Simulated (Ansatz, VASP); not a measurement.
## One calculation of Al2Cu, two programs

```xyz
3
Lattice="-2.0029 2.0029 2.8126 2.0029 -2.0029 2.8126 2.0029 2.0029 -2.8126" Properties=species:S:1:pos:R:3 pbc="T T T"
Cu    0.0000    0.0000    2.8126
Al    2.0029    0.0000    1.4063
Al    0.0000    2.0029    1.4063
```

Change from the starting cell: volume scaled by 0.96.

Alike in both runs: task single point; functional LDA; k mesh 9 × 9 × 9; occupations fermi-dirac, width 0.05 eV; no spin polarisation.

|  | VASP | Ansatz |
| --- | --- | --- |
| version | VASP 6.6.1 | Ansatz 0.2.0 |
| potentials or method | VASP PAW LDA potentials, release 64 (Cu, Al), cutoff 520 eV | all-electron LAPW, scalar-relativistic |

Ansatz gave:

```
gap on the k mesh at the Fermi level (eV)       : none
pressure (GPa)                                  : 1.1
largest component of the traceless stress (GPa) : 0.12
```

Problem. Which values does VASP return?

Solution. gap on the k mesh at the Fermi level (eV): none; pressure (GPa): 2.0; largest component of the traceless stress (GPa): 0.12.

A gap of «none» marks a metal or a gap that the smearing closes. Ansatz ran all-electron here, so the differences hold the error of VASP's frozen core and of both bases.
